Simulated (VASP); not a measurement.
# NaI (Fm-3m) in VASP: further runs, part 2 of 2

VASP 6.6.1. Earlier steps stand in the parts before.

### 4 Relaxation of cell and atoms, PBE0+D2 (volume scaled by 1.25)

POSCAR reads:

```
NaI
1.0
    0.0000000000      3.4863062154      3.4863062154
    3.4863062154      0.0000000000      3.4863062154
    3.4863062154      3.4863062154      0.0000000000
I Na
1 1
Direct
    0.5000000000      0.5000000000      0.5000000000
    0.0000000000      0.0000000000      0.0000000000
```

INCAR.step1 reads:

```
SYSTEM = NaI
PREC = Accurate ; ENCUT = 600
EDIFF = 1E-5 ; ISMEAR = 0
SIGMA = 0.1 ; LREAL = .FALSE.
LASPH = .TRUE. ; NELM = 80
ALGO = Normal ; LWAVE = .TRUE.
LCHARG = .FALSE. ; GGA = PE
```

INCAR.step2 reads:

```
SYSTEM = NaI
PREC = Accurate ; ENCUT = 600
EDIFF = 1E-6 ; ISMEAR = 0
SIGMA = 0.1 ; LREAL = .FALSE.
LASPH = .TRUE. ; NELM = 80
ALGO = Normal ; ISIF = 3
LWAVE = .FALSE. ; LCHARG = .FALSE.
GGA = PE ; LHFCALC = .TRUE.
AEXX = 0.25 ; PRECFOCK = Normal
IVDW = 1 ; IBRION = 2
NSW = 40 ; EDIFFG = -0.02
ISTART = 1
```

KPOINTS reads:

```
Automatic mesh
0
G
  4 4 4
  0 0 0
```

Potentials or basis: VASP PAW PBE potentials, release 64 (I, Na_pv).

The run is started by

```sh
$ cat potpaw_PBE.64/I/POTCAR potpaw_PBE.64/Na_pv/POTCAR > POTCAR
$ cp INCAR.step1 INCAR
$ mpirun -np 1 vasp_std > vasp.out
$ cp INCAR.step2 INCAR
$ mpirun -np 1 vasp_std > vasp.out
```

OUTCAR:

```text
SYSTEM = NaI
   PREC = Accurate
   ENCUT = 600
   EDIFF = 1E-6
   ISMEAR = 0
   LREAL = .FALSE.
   LASPH = .TRUE.
   NELM = 80
   ISIF = 3
   GGA = PE
   LHFCALC = .TRUE.
   AEXX = 0.25
   PRECFOCK = Normal
   IVDW = 1
   IBRION = 2
   NSW = 40
   EDIFFG = -0.02
   ISTART = 1
  IVDW =   1

 ion  position               nearest neighbor table
   1  0.500  0.500  0.500-
   2  0.000  0.000  0.000-

  LATTYP: Found a face centered cubic cell.
 ALAT       =     6.9726124308

  Lattice vectors:

 A1 = (   0.0000000000,   3.4863062154,   3.4863062154)
 A2 = (   3.4863062154,   0.0000000000,   3.4863062154)
 A3 = (   3.4863062154,   3.4863062154,   0.0000000000)

Analysis of symmetry for initial positions (statically):
=====================================================================
 Subroutine PRICEL returns:
 Original cell was already a primitive cell.

 Routine SETGRP: Setting up the symmetry group for a
 face centered cubic supercell.

 Subroutine GETGRP returns: Found 48 space group operations
 (whereof 48 operations were pure point group operations)
 out of a pool of 48 trial point group operations.

The static configuration has the point symmetry O_h .

Analysis of symmetry for dynamics (positions and initial velocities):
=====================================================================
 Subroutine PRICEL returns:
 Original cell was already a primitive cell.

 Routine SETGRP: Setting up the symmetry group for a
 face centered cubic supercell.

 Subroutine GETGRP returns: Found 48 space group operations
 (whereof 48 operations were pure point group operations)
 out of a pool of 48 trial point group operations.

The dynamic configuration has the point symmetry O_h .

 Subroutine INISYM returns: Found 48 space group operations
 (whereof 48 operations are pure point group operations),
 and found     1 'primitive' translations

----------------------------------------------------------------------------------------

[... 103 lines left out ...]
   ENCUT4O =  -1.0   cutoff for four orbital integrals eV
   NKREDX  =     1    reduce k-point grid by
   NKREDY  =     1    reduce k-point grid by
   NKREDZ  =     1    reduce k-point grid by
   AEXX    =    0.2500 exact exchange contribution
   HFSCREEN=    0.0000 screening length (either q_TF or 0.3 A-1)
   HFSCREENC=   0.0000 screening length for correlation (either q_TF or 0.3 A-1)
   ENCUTFOCK=  -1.0 apply spherical cutoff to Coloumb kernel
   IVDW    =     1    specifies the selected vdW correction
   LEPSILON=     F    determine dielectric tensor
   LRPA    =     F    only Hartree local field effects (RPA)
 conjugate gradient relaxation of ions
 non-spin polarized calculation
 Gauss-broadening in eV      SIGMA  =   0.10
  energy-cutoff  :      600.00
  volume of cell :       84.75
 maximum number of plane-waves:      2840
  NGX = 30; NGY = 30; NGZ = 30

--------------------------------------- Ionic step        1  -------------------------------------------

 number of electron      14.0000008 magnetization

 Free energy of the ion-electron system (eV)
  ---------------------------------------------------
  ext. energy  EPLUGINS =         0.00000000
  ---------------------------------------------------
  free energy    TOTEN  =        -6.65100226 eV

  energy without entropy =       -6.65100226  energy(sigma->0) =       -6.65100226

------------------------ aborting loop because EDIFF is reached ----------------------------------------

  DFT-D2 method for vdW energy calculation

  Number of pair interactions contributing to vdW energy:   18390
[... 33 lines left out ...]
--------------------------------------- Ionic step        2  -------------------------------------------

 number of electron      14.0000008 magnetization

 E-fermi :  -0.4248     XC(G=0):  -5.8152

 val. band max:       -0.8601408091   @ k =   0.0000   0.0000   0.0000
 cond. band min:       4.2617658014   @ k =   0.0000   0.0000   0.0000
 fundamental gap:      5.1219066105
 Fermi energy:        -0.4247603881

 k-point     1 :       0.0000    0.0000    0.0000
  band No.  band energies     occupation
      1     -25.8124      2.00000
      2     -25.8124      2.00000
      3     -25.8124      2.00000
      4     -12.6367      2.00000
      5      -0.8601      2.00000
      6      -0.8601      2.00000
      7      -0.8601      2.00000
      8       4.2618      0.00000
      9       8.8611      0.00000
     10       8.8611      0.00000
     11       8.8611      0.00000
[... 221 lines left out ...]
--------------------------------------- Ionic step        5  -------------------------------------------

 number of electron      14.0000005 magnetization

 Free energy of the ion-electron system (eV)
  ---------------------------------------------------
  ext. energy  EPLUGINS =         0.00000000
  ---------------------------------------------------
  free energy    TOTEN  =        -6.77279897 eV

  energy without entropy =       -6.77279897  energy(sigma->0) =       -6.77279897

 E-fermi :   0.6835     XC(G=0):  -6.2742

 val. band max:        0.1270815580   @ k =   0.0000   0.0000   0.0000
 cond. band min:       5.6567299735   @ k =   0.0000   0.0000   0.0000
 fundamental gap:      5.5296484154
 Fermi energy:         0.6835062550

 k-point     1 :       0.0000    0.0000    0.0000
  band No.  band energies     occupation
      1     -24.6416      2.00000
      2     -24.6416      2.00000
      3     -24.6416      2.00000
      4     -12.0461      2.00000
      5       0.1271      2.00000
      6       0.1271      2.00000
      7       0.1271      2.00000
      8       5.6567      0.00000
      9       9.8796      0.00000
     10       9.8796      0.00000
     11       9.8796      0.00000
[... 131 lines left out ...]
  FREE ENERGIE OF THE ION-ELECTRON SYSTEM (eV)
  ---------------------------------------------------
  free  energy   TOTEN  =        -7.3707224761 eV

  energy  without entropy=       -7.3707224761  energy(sigma->0) =       -7.37072248

 reached required accuracy - stopping structural energy minimisation
```

OUTCAR.step1:

```text
SYSTEM = NaI
   PREC = Accurate
   ENCUT = 600
   EDIFF = 1E-5
   ISMEAR = 0
   LREAL = .FALSE.
   LASPH = .TRUE.
[... 314 lines left out ...]
      3.48631      3.48631      3.48631         0.000000      0.000000      0.000000
      0.00000      0.00000      0.00000        -0.000000     -0.000000     -0.000000
 -----------------------------------------------------------------------------------
    total drift:                                0.000000     -0.000000     -0.000000

  FREE ENERGIE OF THE ION-ELECTRON SYSTEM (eV)
  ---------------------------------------------------
  free  energy   TOTEN  =        -5.2790150838 eV

  energy  without entropy=       -5.2790150838  energy(sigma->0) =       -5.27901508
```

Wall time 40 min (1 thread of Intel Xeon Platinum 8488C (Sapphire Rapids), shared host); peak memory 0.28 GiB.

What came out:

```
Free energy                            : -7.3707 eV
Relaxed volume                         : 32.01 Å³/atom
Relaxed cell                           : a = 4.490 Å, b = 4.490 Å, c = 4.490 Å, α = 60.00°, β = 60.00°, γ = 60.00°
Space group after relaxing (to 0.05 Å) : Fm-3m (No. 225)
Energy gained by relaxing              : 155.4 meV/atom
Ionic steps                            : 5
Pressure after relaxing                : 0.0 GPa
Band gap on the k mesh                 : 5.53 eV, direct
Dispersion energy per atom             : -0.299 eV
```

Step by step:
```
step  energy change (eV)  largest force (eV/Å)  pressure (GPa)  volume (Å³)
   1              0.0000                0.0000           -3.46        84.75
   2             -0.2127                0.0000           -2.65        74.00
   3             -0.3074                0.0000           -0.64        65.62
   4             -0.3106                0.0000            0.23        63.46
   5             -0.3109                0.0000           -0.04        64.01
```

Final structure:
```
CELL_PARAMETERS angstrom
0.00000 3.17500 3.17500
3.17500 0.00000 3.17500
3.17500 3.17500 0.00000
ATOMIC_POSITIONS crystal
I 0.50000 0.50000 0.50000
Na 0.00000 0.00000 0.00000
```

Caveat: the PAW data sets were made with another functional, which shifts forces and pressure a little; spin-orbit coupling is left out, which moves the levels of the heavy elements.

### 5 For comparison

An earlier run on the cell as given: functional PBE; potentials or basis VASP PAW PBE potentials, release 64 (I, Na_pv); cutoff 520 eV; k mesh 7 × 7 × 7; occupations fermi-dirac, width 0.05 eV; no spin polarisation.

- Pressure: 0.4 GPa
- Band gap on the k mesh: 3.64 eV, direct

### 6 Overview

```csv
task,level,potentials or basis,cell,k mesh,cutoff (eV),smearing,grid for exact exchange (PRECFOCK),exchange at q = 0,gap on the mesh (eV),pressure (GPa)
single point,PBE,"VASP PAW PBE potentials, release 64 (I, Na_pv)",as given,7 × 7 × 7,520,gaussian 0.1 eV,-,-,3.64,0.4
atomic charges,LAK,"VASP PAW PBE potentials, release 64 (I, Na)","atoms moved at random, drawn with an rms of 0.15 Å",7 × 7 × 7,500,gaussian 0.01 eV,-,-,4.52,0.1
relaxation of cell and atoms,PBE0+D2,"VASP PAW PBE potentials, release 64 (I, Na_pv)",relaxed from: volume scaled by 1.25,4 × 4 × 4,600,gaussian 0.1 eV,Normal,default,5.53,0.0
single point,PBE,"VASP PAW PBE potentials, release 64 (I, Na_pv)",as given,7 × 7 × 7,520,fermi-dirac 0.05 eV,-,-,3.64,0.4
```

Alike in all rows: no spin polarisation.

Caveats: spin-orbit coupling is left out, which moves the levels of the heavy elements; the PAW data sets were made with another functional, which shifts forces and pressure a little (some runs).

Absolute energies hang on the potentials; compare differences alone.
